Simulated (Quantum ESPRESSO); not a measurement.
# PbSe (Clausthalite) in Quantum ESPRESSO: the effect of functional

PbSe (Clausthalite):

```xyz
2
Lattice="0.0000 3.0606 3.0606 3.0606 0.0000 3.0606 3.0606 3.0606 0.0000" Properties=species:S:1:pos:R:3 pbc="T T T"
Pb    0.0000    0.0000    0.0000
Se    3.0606    3.0606    3.0606
```

Alike in all runs:

```yaml
Program: Quantum ESPRESSO 7.5
Task: band structure
Potentials_or_basis: SG15 PBE 1.2
Cutoff: 952 eV
Density_cutoff: 3810 eV
k_mesh: 8 × 8 × 8
Occupations: fermi-dirac, width 0.05 eV
Spin: no spin polarisation
```

Problem. One run gave: gap on the mesh 0.40 eV; pressure 4.2 GPa. Which functional did it use?
A. LDA
B. RPBE
C. HLE16
D. PBEsol
E. AM05

Solution. B.

```csv
functional,gap on the mesh (eV),pressure (GPa)
LDA,0.06,-1.7
PBEsol,0.14,-0.2
PBE,0.28,2.4
RPBE,0.40,4.2
AM05,0.19,0.3
HLE16,1.28,-3.3
WC,0.14,-0.2
rev-vdW-DF2,0.23,1.4
```

Caveats: spin-orbit coupling is left out, which as a rule narrows the gap of such compounds by several tenths of an eV; the potentials were made for another functional, which shifts forces and pressure (some runs); the potentials were made for a functional far from this one (some runs).

